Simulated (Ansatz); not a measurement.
Crystal: AlNi3.

```
CELL_PARAMETERS angstrom
3.52305 0.00000 0.00000
0.00000 3.52305 0.00000
0.00000 0.00000 3.52305
ATOMIC_POSITIONS crystal
Ni 0.50000 0.50000 0.00000
Ni 0.50000 0.00000 0.50000
Ni 0.00000 0.50000 0.50000
Al 0.00000 0.00000 0.00000
```

The cell is a database's computed one.

| Property | Result |
| --- | --- |
| Program | Ansatz 0.2.0 |
| Task | relaxation of cell and atoms |
| Functional | PBEsol |
| Dispersion | D4 |
| Potentials or basis | Ansatz PAW |
| Cutoff | 420 eV (not typed: the program's choice for these potentials) |
| k mesh | 8 × 8 × 8 |
| Occupations | fermi-dirac, width 0.05 eV |
| Spin | collinear spin, ferromagnetic start |
| Starting moments | [1.0, 1.0, 1.0, 0.0] μB |

At the start: volume 10.93 Å³/atom.

Task: How do energy, volume and symmetry change on relaxing?

Result: It ends after 5 steps and the volume is 10.71 Å³/atom (-2.1 %); space group Pm-3m (No. 221, to 0.05 Å); moment 0.63 μB per cell.

Step by step:
```csv
step,energy change (eV),largest force (eV/Å),volume (Å³)
1,0.0000,0.0000,43.73
2,-0.0095,0.0000,43.25
3,-0.0123,0.0000,42.81
4,-0.0123,0.0000,42.83
5,-0.0120,0.0000,42.83
```

Final structure:
```yaml
crystal:
  lattice:
    - [3.49879, 0.00000, 0.00000]
    - [0.00000, 3.49879, 0.00000]
    - [0.00000, 0.00000, 3.49879]
  atoms:
    - { symbol: Ni, position: [0.50000, 0.50000, 0.00000] }
    - { symbol: Ni, position: [0.50000, 0.00000, 0.50000] }
    - { symbol: Ni, position: [0.00000, 0.50000, 0.50000] }
    - { symbol: Al, position: [0.00000, 0.00000, 0.00000] }
```

Caveat: the plane-wave basis is chosen anew once the cell has moved, so the energies of steps on either side of that aren't comparable; the PAW data sets come from PBE, with cores solved anew for the run's functional, which leaves a small shift of forces and pressure.
